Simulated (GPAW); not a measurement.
Ag:

```
Ag
1.0
     0.00000    2.04275    2.04275
     2.04275    0.00000    2.04275
     2.04275    2.04275    0.00000
Ag
1
Cartesian
  0.0000 0.0000 0.0000
```

| Item | Value |
| --- | --- |
| Program | GPAW 26.7.0 |
| Task | relaxation of cell and atoms |
| Functional | PBEsol |
| Dispersion | D4 |
| Potentials or basis | PAW data sets generated in the run's folder for this functional |
| Cutoff | 600 eV |
| Basis | pw |
| k mesh | 11 × 11 × 11 |
| Occupations | fermi-dirac, width 0.05 eV |
| Spin | no spin polarisation |

At the start: pressure -5.8 GPa; volume 17.05 Å³/atom.

Problem. Where does the relaxation end?

Solution. Over 4 steps the energy falls by 16.2 meV/atom and the volume is 16.21 Å³/atom (-4.9 %); space group Fm-3m (No. 225, to 0.05 Å).

The path:
| step | energy change (eV) | largest force (eV/Å) | pressure (GPa) | volume (Å³) |
| --- | --- | --- | --- | --- |
| 1 | 0.0000 | 0.0000 | -5.78 | 17.05 |
| 2 | -0.0124 | 0.0000 | -2.97 | 16.60 |
| 3 | -0.0162 | 0.0000 | 0.33 | 16.17 |
| 4 | -0.0162 | 0.0000 | -0.01 | 16.21 |

Final structure:
```
Ag
1.0
     0.00000    2.00888    2.00888
     2.00888    0.00000    2.00888
     2.00888    2.00888    0.00000
Ag
1
Direct
  0.00000 0.00000 0.00000
```

Caveat: later steps reuse the first step's grids; pairwise dispersion overbinds metals, which lowers pressure and volume.
